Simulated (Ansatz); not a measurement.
# SiO₂: strain energy, fitted

SiO₂, P6_422, a = 5.039 Å, c = 5.525 Å. This isn't the usual stable structure of the compound. Ansatz: LDA, PAW, 420 eV, Γ-centred 6×6×4 mesh on 9 atoms, Gaussian smearing 0.02 eV; no spin polarisation. Series: biaxial strain in the a-b plane, c and atoms relaxed; x is the strain in per cent. y is the free energy over the unstrained cell, V0 = 13.497 Å³/atom.

```
x (%) y (meV/atom)
 -2.0          4.74
 -1.0          1.20
  0.0          0.00
  1.0             ?
  2.0          4.80
```

Q: Fit y = c2 x² + c3 x³ to the other rows, turn c2 into a modulus, and predict the missing energy.

A: Least squares on the rows shown. y = 1.193 x² + 0.003665 x³. In eV per unit strain² c2 is 11.93; M is the biaxial modulus (E = M V0 ε²): 11.93 × 160.2 / (13.497) = 142 GPa. At x = 1.0 the fit asked for gives 1.20 meV/atom. The run gave 1.25 meV/atom, so the fit is 0.05 meV/atom too low, a small miss on the scale of the series.